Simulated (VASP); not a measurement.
The system is Li2O.

```
Li O
1.0
     0.00000    2.32685    2.32685
     2.32685    0.00000    2.32685
     2.32685    2.32685    0.00000
Li O
2 1
Direct
  0.75000 0.75000 0.75000
  0.25000 0.25000 0.25000
  0.00000 0.00000 0.00000
```

The cell comes from a database or a generator and needn't be the stable form of this composition.

```yaml
Program: VASP 6.6.1
Task: relaxation of cell and atoms
Functional: PBE
Dispersion: D3(BJ)
Potentials_or_basis: VASP PAW PBE potentials, release 64 (Li_sv, O)
Cutoff: 600 eV
k_mesh: 8 × 8 × 8
Occupations: gaussian, width 0.02 eV
Spin: no spin polarisation
```

At the start: pressure -6.8 GPa; volume 8.40 Å³/atom.

Task: Where does the relaxation end?

Result: Over 3 steps the energy falls by 16.2 meV/atom and the volume is 7.70 Å³/atom (-8.3 %); space group Fm-3m (No. 225, to 0.05 Å).

Step by step:
| step | energy change (eV) | largest force (eV/Å) | pressure (GPa) | volume (Å³) |
| --- | --- | --- | --- | --- |
| 1 | 0.0000 | 0.0000 | -6.78 | 25.20 |
| 2 | -0.0400 | 0.0000 | -3.13 | 23.92 |
| 3 | -0.0486 | 0.0000 | -0.20 | 23.11 |

Final structure:
```
Li O
1.0
     0.00000    2.26070    2.26070
     2.26070    0.00000    2.26070
     2.26070    2.26070    0.00000
Li O
2 1
Direct
  0.75000 0.75000 0.75000
  0.25000 0.25000 0.25000
  0.00000 0.00000 0.00000
```

Caveat: the cutoff is under 1.25 times the usual one of these potentials, so pressure, stress and relaxed cells hold a basis-set (Pulay) error.
